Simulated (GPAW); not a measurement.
Runs of GPAW 26.7.0 on FeO (Wuestite). It takes space group Fm-3m (No. 225, cubic). The conventional cell has a = 4.311 Å, b = 4.311 Å, c = 4.311 Å, α = 90.00°, β = 90.00°, γ = 90.00°. Around Fe (site symmetry m-3m) lie 6 O at 2.16 Å. O (site symmetry m-3m) is surrounded by 6 Fe at 2.16 Å. 

```csv
task,level,potentials or basis,cell,k mesh,cutoff (eV),maxiter,band path,band points,eigensolver,optimizer,mesh quality,gap on the mesh (eV),pressure (GPa),moment (μB),V0 of scaled cells (Å³/atom),B0 (GPa)
band structure,PBEsol,"PAW data sets generated in the run's folder for this functional, pw",as given,9 × 9 × 9,800,150,"GXWKGLUWLK,UX",80,-,-,not flagged,-,(b),4.00,-,-
equation of state,PW91,"PAW data sets generated in the run's folder for this functional, pw",as given,9 × 9 × 9,800,150,-,-,-,-,not flagged,-,-,-,10.06,189
band structure,LDA,"PAW data sets generated in the run's folder for this functional, pw",as given,9 × 9 × 9,800,150,"GXWKGLUWLK,UX",100,-,-,not flagged,-,-15.4,4.00,-,-
band structure,revTPSS,"GPAW PAW data sets (gpaw-data 1.2.1), pw",as given,9 × 9 × 9,800,150,"GXWKGLUWLK,UX",80,davidson,-,not flagged,-,-4.3,4.00,-,-
band structure,r2SCAN,"GPAW PAW data sets (gpaw-data 1.2.1), pw",as given,11 × 11 × 11,800,150,"GXWKGLUWLK,UX",100,-,-,not flagged,-,-4.8,4.00,-,-
equation of state,optPBE-vdW,"GPAW PAW data sets (gpaw-data 1.2.1), pw",as given,9 × 9 × 9,800,150,-,-,-,-,not flagged,-,-,-,10.30,183
relaxation of cell and atoms,BLYP,"PAW data sets generated in the run's folder for this functional, pw",relaxed,11 × 11 × 11,800,150,-,-,davidson,FIRE,not flagged,none,0.6,4.00,-,-
single point,HSE06,"GPAW PAW data sets (gpaw-data 1.2.1), pw",as given,4 × 4 × 4,600,60,-,-,-,-,coarse,none,-,4.03,-,-
band structure,M06-L,"GPAW PAW data sets (gpaw-data 1.2.1), pw",as given,9 × 9 × 9,800,150,"GXWKGLUWLK,UX",80,-,-,not flagged,-,-3.5,4.00,-,-
band structure,BLYP,"PAW data sets generated in the run's folder for this functional, pw",as given,11 × 11 × 11,800,150,"GXWKGLUWLK,UX",80,davidson,-,not flagged,-,(a),4.00,-,-
band structure,PW91,"PAW data sets generated in the run's folder for this functional, pw",as given,9 × 9 × 9,800,150,"GXWKGLUWLK,UX",60,-,-,not flagged,-,(c),4.00,-,-
```

Alike in all rows: spin collinear, ferromagnetic start; smearing fermi-dirac 0.05 eV.

Question: Estimate the missing entries.

Answer: (a) 6.2; (b) -7.0; (c) 0.1.

Caveats: some runs use coarse meshes; a cell with one magnetic atom can't hold antiferromagnetic order, which such compounds often take (some runs); semilocal functionals often make such compounds metallic where correlation or magnetic order opens a gap, which also shifts bond lengths (some runs); the PAW data sets were made with another functional, which shifts forces and pressure a little (some runs); so large a pressure means that the cell lies far from this level's equilibrium, or that cutoff or potentials fall short (some runs); each step starts from the last one's moments, so a moment once lost doesn't come back (some runs); later steps reuse the first step's grids (some runs); exact exchange converges slowly with the k mesh, and this mesh is small (some runs).

A gap of «none» marks a metal or a gap under the smearing width.

Runs at the PBE level aren't shown here.
